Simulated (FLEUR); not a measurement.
# ZnS (F-43m) in FLEUR: single point with PBE

Aim: the single point of ZnS with PBE.

Program: FLEUR MaX-R8.1 (later development tree). These are calculated values, not measurements. Logs are shortened: lines on timing, memory, paths and dates and some standing lists are left out, and cuts for length are marked.

**What was measured.**

“Electronic, vibrational, and thermodynamic properties of ZnS (zincblende and rocksalt structure)”, 2009, arxiv:0911.5022 quotes, for a bulk crystal of ZnS at 19 K: band gap 3.85 eV (direct).

How close the calculation comes is told below.

## Step 1: Starting point

Symmetry: F-43m, No. 216, cubic system. The conventional cell has a = 5.404 Å, b = 5.404 Å, c = 5.404 Å, α = 90.00°, β = 90.00°, γ = 90.00°. Zn (site symmetry -43m) is surrounded by 4 S at 2.34 Å. Around S (site symmetry -43m) lie 4 Zn at 2.34 Å.

## Step 2: Single point, PBE

File inp.xml:

```xml
<?xml version="1.0" encoding="UTF-8" standalone="no"?>
<fleurInput fleurInputVersion="0.39">
   <comment>
      ZnS                                                                                                 
   </comment>
   <calculationSetup>
      <cutoffs Kmax="5.27" Gmax="16.3" GmaxXC="16.3" numbands="0"/>
      <scfLoop itmax="60" minDistance="0.00001" maxIterBroyd="15" imix="Anderson" alpha="0.05" precondParam="0.0" spinf="2.0" sdNocoIR="T"/>
      <coreElectrons ctail="T" frcor="F" kcrel="0" coretail_lmax="0"/>
      <xcFunctional name="pbe" relativisticCorrections="F"/>
      <magnetism jspins="1"/>
      <soc l_soc="F" theta="0.0" phi="0.0" spav="F"/>
      <expertModes spex="0" secvar="F"/>
      <geometryOptimization l_f="T" forcealpha="1.0" forcemix="BFGS" epsdisp="0.0005" epsforce="0.0002"/>
      <ldaU l_linMix="F" mixParam="0.05" spinf="1.0"/>
   </calculationSetup>
   <cell>
      <bzIntegration valenceElectrons="26.0" mode="hist" fermiSmearingEnergy="0.00183747">
         <kPointListSelection listName="default-1"/>
         <!-- k-points included here -->
         <xi:include xmlns:xi="http://www.w3.org/2001/XInclude" href="kpts.xml"> </xi:include>
      </bzIntegration>
      <!-- symmetry operations included here -->
      <xi:include xmlns:xi="http://www.w3.org/2001/XInclude" href="sym.xml"> </xi:include>
      <bulkLattice scale="1.0">
         <bravaisMatrix>
            <row-1>    0.0000000000000000     5.1060399886691998     5.1060399886691998</row-1>
            <row-2>    5.1060399886691998     0.0000000000000000     5.1060399886691998</row-2>
            <row-3>    5.1060399886691998     5.1060399886691998     0.0000000000000000</row-3>
         </bravaisMatrix>
      </bulkLattice>
   </cell>
   <atomSpecies>
      <species name="Zinc (Zn)" element="Zn" atomicNumber="30">
         <mtSphere radius="2.11" gridPoints="721" logIncrement="0.017"/>
         <atomicCutoffs lmax="9" lnonsphr="7"/>
         <electronConfig flipSpins="F">
            <coreConfig>(1s1/2) (2s1/2) (2p1/2) (2p3/2)</coreConfig>
            <valenceConfig>(3s1/2) (3p1/2) (3p3/2) (4s1/2) (3d3/2) (3d5/2)</valenceConfig>
         </electronConfig>
         <energyParameters s="4" p="4" d="3" f="4"/>
         <lo type="SCLO" l="0" n="3" eDeriv="0"/>
         <lo type="SCLO" l="1" n="3" eDeriv="0"/>
         <lo type="SCLO" l="1" n="3" eDeriv="1"/>
         <lo type="HELO" l="2" n="4" eDeriv="0"/>
         <lo type="HELO" l="2" n="4" eDeriv="1"/>
         <lo type="SCLO" l="3" n="4" eDeriv="2"/>
      </species>
      <species name="Sulfur (S)" element="S" atomicNumber="16">
         <mtSphere radius="1.86" gridPoints="635" logIncrement="0.018"/>
         <atomicCutoffs lmax="8" lnonsphr="6"/>
         <electronConfig flipSpins="F">
            <coreConfig>(1s1/2) (2s1/2) (2p1/2) (2p3/2)</coreConfig>
            <valenceConfig>(3s1/2) (3p1/2) (3p3/2)</valenceConfig>
            <stateOccupation state="(3p1/2)" spinUp="0.666667" spinDown="0.666667"/>
            <stateOccupation state="(3p3/2)" spinUp="1.333333" spinDown="1.333333"/>
         </electronConfig>
         <energyParameters s="3" p="3" d="3" f="4"/>
         <lo type="SCLO" l="0" n="3" eDeriv="2"/>
         <lo type="SCLO" l="1" n="3" eDeriv="2"/>
         <lo type="SCLO" l="2" n="3" eDeriv="2"/>
         <lo type="SCLO" l="3" n="4" eDeriv="2"/>
      </species>
   </atomSpecies>
   <atomGroups>
      <atomGroup species="Zinc (Zn)">
         <relPos label="                   1">-1.000/4.000 -1.000/4.000 -1.000/4.000</relPos>
         <force calculate="T" relaxXYZ="TTT"/>
      </atomGroup>
      <atomGroup species="Sulfur (S)">
         <relPos label="                   2">.0000000000 .0000000000 .0000000000</relPos>
         <force calculate="T" relaxXYZ="TTT"/>
      </atomGroup>
   </atomGroups>
   <output dos="F" band="F" slice="F">
      <checks vchk="F" cdinf="F"/>
      <bandDOS minEnergy="-.5*Htr" maxEnergy="0.5*Htr" sigma="0.015" storeEVData="T"/>
      <vacuumDOS vacdos="F" integ="F" star="F" nstars="0" locx1="0.0" locy1="0.0" locx2="0.0" locy2="0.0" nstm="0" tworkf="0.0"/>
      <unfoldingBand unfoldBand="F" supercellX="1" supercellY="1" supercellZ="1"/>
      <plotting iplot="0" polar="F">
         <plot TwoD="T" vec1="  1.0  0.0  0.0" vec2="  0.0  1.0  0.0" vec3="  0.0  0.0  1.0" zero="  0.0  0.0  0.0" file="plot"/>
      </plotting>
      <chargeDensitySlicing numkpt="0" minEigenval="0.0" maxEigenval="0.0" nnne="0" pallst="F"/>
      <specialOutput eonly="F"/>
      <moessbauerParams electricFieldGradient="T" isomerShift="T" coreHyperfine="T" valenceHyperfine="T"/>
      <magneticCircularDichroism mcd="F" energyLo="-10.0" energyUp="0.0"/>
   </output>
  <!-- We include the file relax.xml here to enable relaxations (see documentation) -->
  <xi:include xmlns:xi="http://www.w3.org/2001/XInclude" href="relax.xml"> <xi:fallback/> </xi:include>
</fleurInput>
```

File crystal.txt:

```
ZnS
&input cartesian=F /
0.0000000000  2.7020000000  2.7020000000
2.7020000000  0.0000000000  2.7020000000
2.7020000000  2.7020000000  0.0000000000
1.8897261246
1.0 1.0 1.0

2
30 0.7500000000  0.7500000000  0.7500000000
16 0.0000000000  0.0000000000  0.0000000000

&kpt div1=9 div2=9 div3=9 gamma=T /
```

Potentials or basis: all-electron, FLAPW.

Command:

```console
$ inpgen -f crystal.txt -profile fastHighL
$ # inp.xml edited to the form shown
$ fleur_MPI
```

Log:

```text
Welcome to FLEUR        (www.flapw.de)
      MaX-Release 8.1          (www.max-centre.eu)

 ========== k-point set info ==========
 Selected k-point list: default-1
 k-point list type: mesh
 9 x 9 x 9
 Number of k points: 35

 ------------Calculation Setup---------------------------
 Number of MPI-tasks      :            1
 Number of PE/node        :            1
 Number of OMP-threads    :            1
 Most efficient MPI parallelization for:
           1           5           7          35
 Additional eigenvalue parallelization possible
 Number of basis functions:          764
 Approximate size of matrices (H+S) per k-point:         0.017 GB
 --------------------------------------------------------
 Iteration:     1   Distance:       8.96232688 me/bohr^3
 Iteration:     2   Distance:       7.82677566 me/bohr^3
 Iteration:     3   Distance:       4.68609895 me/bohr^3
 Iteration:     4   Distance:       2.51169548 me/bohr^3
 Iteration:     5   Distance:       2.38159326 me/bohr^3
 Iteration:     6   Distance:       0.38477146 me/bohr^3
 Iteration:     7   Distance:       0.35030663 me/bohr^3
 Iteration:     8   Distance:       0.03546199 me/bohr^3
 Iteration:     9   Distance:       0.03240408 me/bohr^3
 Iteration:    10   Distance:       0.00257278 me/bohr^3
 Iteration:    11   Distance:       0.00168214 me/bohr^3
 Iteration:    12   Distance:       0.00043071 me/bohr^3
 Iteration:    13   Distance:       0.00008555 me/bohr^3
 Iteration:    14   Distance:       0.00006421 me/bohr^3
 Iteration:    15   Distance:       0.00000713 me/bohr^3

 ********************************************************************
 Run finished successfully
 Stop message:
   Structural relaxation: Done
 ********************************************************************
```

out.xml (last iteration):

```text
<iteration numberForCurrentRun="   16" overallNumber="   16">
         <energyParameters units="Htr">
            <atomicEP atomType="1" spin="1" branch="4s" branchLowest="-4.42" branchHighest="1.67" value="-0.0057783219"/>
            <atomicEP atomType="1" spin="1" branch="4p" branchLowest="-2.73" branchHighest="2.36" value="0.1541207200"/>
            <atomicEP atomType="1" spin="1" branch="3d" branchLowest="-9.99" branchHighest="0.04" value="-0.0470857908"/>
            <atomicEP atomType="1" spin="1" branch="4f" branchLowest="-9.99" branchHighest="3.99" value="0.4857795030"/>
            <loAtomicEP atomType="1" spin="1" branch="3s" branchLowest="-42.23" branchHighest="-4.42" value="-4.4219257765"/>
            <loAtomicEP atomType="1" spin="1" branch="3p" branchLowest="-36.55" branchHighest="-2.73" value="-2.7389722897"/>
            <loAtomicEP atomType="1" spin="1" branch="3p" branchLowest="-36.55" branchHighest="-2.73" value="-2.7389722897"/>
            <heloAtomicEP atomType="1" spin="1" branch="4d" branchLowest="2.60" branchHighest="2.60" value="2.5982667377"/>
            <heloAtomicEP atomType="1" spin="1" branch="4d" branchLowest="2.60" branchHighest="2.60" value="2.5982667377"/>
            <loAtomicEP atomType="1" spin="1" branch="4f" branchLowest="-9.99" branchHighest="3.99" value="0.4857828137"/>
            <atomicEP atomType="2" spin="1" branch="3s" branchLowest="-7.35" branchHighest="0.95" value="-0.3738685902"/>
            <atomicEP atomType="2" spin="1" branch="3p" branchLowest="-5.32" branchHighest="1.55" value="-0.1131683543"/>
            <atomicEP atomType="2" spin="1" branch="3d" branchLowest="-9.99" branchHighest="2.13" value="0.1108409103"/>
            <atomicEP atomType="2" spin="1" branch="4f" branchLowest="-9.99" branchHighest="5.13" value="0.2775455534"/>
            <loAtomicEP atomType="2" spin="1" branch="3s" branchLowest="-7.35" branchHighest="0.95" value="-0.3738685902"/>
            <loAtomicEP atomType="2" spin="1" branch="3p" branchLowest="-5.32" branchHighest="1.55" value="-0.1135326939"/>
            <loAtomicEP atomType="2" spin="1" branch="3d" branchLowest="-9.99" branchHighest="2.13" value="0.1108407321"/>
            <loAtomicEP atomType="2" spin="1" branch="4f" branchLowest="-9.99" branchHighest="5.13" value="0.2775485879"/>
         </energyParameters>
         <eigenvalues>
            <eigenvaluesAt spin="1" ikpt="1" k_x="0.00000000" k_y="0.00000000" k_z="0.00000000">
                      -4.4219192669       -2.7376027510       -2.7376027510       -2.7376027510       -0.3163279769
                      -0.0662701305       -0.0662701305       -0.0662701305       -0.0479328282       -0.0479328282
                       0.1665284155        0.1665284155        0.1665284155        0.2441920334        0.4007393438
                       0.4007393438        0.4007393438        0.5934986195        0.5934986195        0.6034201905
                       0.7009547360
            </eigenvaluesAt>
            <eigenvaluesAt spin="1" ikpt="2" k_x="0.00000000" k_y="0.00000000" k_z="0.11111111">
                      -4.4219192448       -2.7376035391       -2.7376028662       -2.7376028662       -0.3129150243
                      -0.0662571783       -0.0656503341       -0.0656503341       -0.0479853400       -0.0479853400
                       0.1323354244        0.1621807178        0.1621807178        0.2701090237        0.3973469767
                       0.4082792447        0.4082792447        0.5758004817        0.5758004817        0.6284095469
                       0.6799189081
            </eigenvaluesAt>
            <eigenvaluesAt spin="1" ikpt="3" k_x="0.00000000" k_y="0.00000000" k_z="0.22222222">
                      -4.4219191937       -2.7376054577       -2.7376032376       -2.7376032376       -0.3037022020
                      -0.0652085217       -0.0641927288       -0.0641927288       -0.0479435472       -0.0479435472
[... 19 lines left out ...]
            </mtCharges>
            <spinDependentCharge spin="1" total="26.0000000" interstitial="4.1950582" mtSpheres="21.8049418"/>
            <totalCharge value="26.0000000000"/>
         </valenceDensity>
         <coreStates atomType="     1" atomicNumber=" 30" spin="1" kinEnergy="   1577.3859854132" eigValSum="  -1003.1225432461" lostElectrons=" 0.000000">
            <state n="1" l="0" j="0.5" energy="-349.6498514939" weight="1.0000000000"/>
            <state n="2" l="0" j="0.5" energy="-42.2263132236" weight="1.0000000000"/>
            <state n="2" l="1" j="0.5" energy="-37.1466059473" weight="1.0000000000"/>
            <state n="2" l="1" j="1.5" energy="-36.2692504791" weight="2.0000000000"/>
         </coreStates>
         <coreStates atomType="     2" atomicNumber=" 16" spin="1" kinEnergy="    387.5820025804" eigValSum="   -222.6135043567" lostElectrons=" 0.000668">
            <state n="1" l="0" j="0.5" energy="-87.9770431890" weight="1.0000000000"/>
            <state n="2" l="0" j="0.5" energy="-7.3545120689" weight="1.0000000000"/>
            <state n="2" l="1" j="0.5" energy="-5.3559715502" weight="1.0000000000"/>
            <state n="2" l="1" j="1.5" energy="-5.3096126852" weight="2.0000000000"/>
         </coreStates>
         <allElectronCharges>
            <spinDependentCharge spin="1" total="46.0000000" interstitial="4.1957252" mtSpheres="41.8042748"/>
            <totalCharge value="45.9999999970"/>
         </allElectronCharges>
         <moessbauerParams unitsHFF="kG" unitsIS="e/bohr^3" unitsEFG="Htr/bohr^2">
            <coreIsomerShift atomType="1" isTotal="24873.77905">
               <shell n="1" l="0" isomerShift="22627.67059"/>
               <shell n="2" l="0" isomerShift="2229.18910"/>
               <shell n="2" l="1" isomerShift="16.91936"/>
            </coreIsomerShift>
            <coreIsomerShift atomType="2" isTotal="2932.44427">
               <shell n="1" l="0" isomerShift="2724.46994"/>
               <shell n="2" l="0" isomerShift="207.61379"/>
               <shell n="2" l="1" isomerShift="0.36054"/>
            </coreIsomerShift>
            <isomerShift atomType="1" nucleusRadius="0.0000952" averageDensity="25214.51854"/>
            <isomerShift atomType="2" nucleusRadius="0.0000750" averageDensity="2950.80141"/>
            <electricFieldGradient atomType="1" VXX="0.00000" VYY="0.00000" VZZ="0.00000" asymParam="0.00000">
            </electricFieldGradient>
            <electricFieldGradient atomType="2" VXX="0.00000" VYY="0.00000" VZZ="0.00000" asymParam="0.00000">
            </electricFieldGradient>
         </moessbauerParams>
         <totalEnergy                                    value="    -2195.3737260413" units="Htr">
            <sumOfEigenvalues                            value="    -1251.6477145096">
               <coreElectrons value="-1225.7360476028"/>
               <valenceElectrons value="-25.9116669068"/>
            </sumOfEigenvalues>
            <densityCoulombPotentialIntegral value="-3355.4025428764"/>
            <densityEffectivePotentialIntegral value="-3481.7629914210"/>
            <chargeDenXCDenIntegral value="-97.3481004420"/>
            <FockExchangeEnergyValence value="0.0000000000"/>
            <FockExchangeEnergyCore value="0.0000000000"/>
            <atomTypeDependentContributions atomType="1">
               <electronNucleiInteractionDifferentMTs value="2157.8321736176"/>
               <MadelungTerm value="-13.3598613964"/>
            </atomTypeDependentContributions>
            <atomTypeDependentContributions atomType="2">
               <electronNucleiInteractionDifferentMTs value="468.2053278111"/>
               <MadelungTerm value="-11.0422682473"/>
            </atomTypeDependentContributions>
            <tkbTimesEntropy value="0.0000000000"/>
            <freeEnergy value="-2195.3737260413"/>
            <extrapolationTo0K value="-2195.3737260413"/>
         </totalEnergy>
         <totalForcesOnRepresentativeAtoms units="Htr/bohr">
            <forceTotal atomType="1" x="-2.553020" y="-2.553020" z="-2.553020" F_x="0.00000000" F_y="0.00000000" F_z="0.00000000"/>
            <forceTotal atomType="2" x="0.000000" y="0.000000" z="0.000000" F_x="0.00000000" F_y="0.00000000" F_z="0.00000000"/>
         </totalForcesOnRepresentativeAtoms>
      </iteration>
```

It took 3.9 min on 1 thread of Arm Neoverse V1, shared host; peak memory 0.08 GiB.

What came out:

* Free energy: -59739.1624 eV
* Band gap on the k mesh: 2.11 eV, direct
* Valence electrons inside the program's atomic spheres: Zn 18.36; S 3.44 (radii Zn 2.11, S 1.86 bohr)

Levels at points of the mesh, in eV from the valence-band top:
| k point | band 11 | band 12 | band 13 | band 14 | band 15 | band 16 |
| --- | --- | --- | --- | --- | --- | --- |
| (0.00, 0.00, 0.00) | 0.00 | 0.00 | 0.00 | 2.11 | 6.37 | 6.37 |

Core levels (eV from the Fermi level):
```tsv
atom	levels
1 Zn	1s1/2 -9519.0, 2s1/2 -1153.6, 2p1/2 -1015.3, 2p3/2 -991.5
2 S	1s1/2 -2398.5, 2s1/2 -204.7, 2p1/2 -150.3, 2p3/2 -149.0
```

## Step 3: Comparison with measurements

Step 2. Measured gap of ZnS: 3.85 eV (direct; 19 K; quoted in “Electronic, vibrational, and thermodynamic properties of ZnS (zincblende and rocksalt structure)”, 2009, arxiv:0911.5022). This calculation gives 2.11 eV (-1.74 eV). The value is that of PBE, without temperature or zero-point motion. Semilocal functionals fall short of measured gaps as a rule.
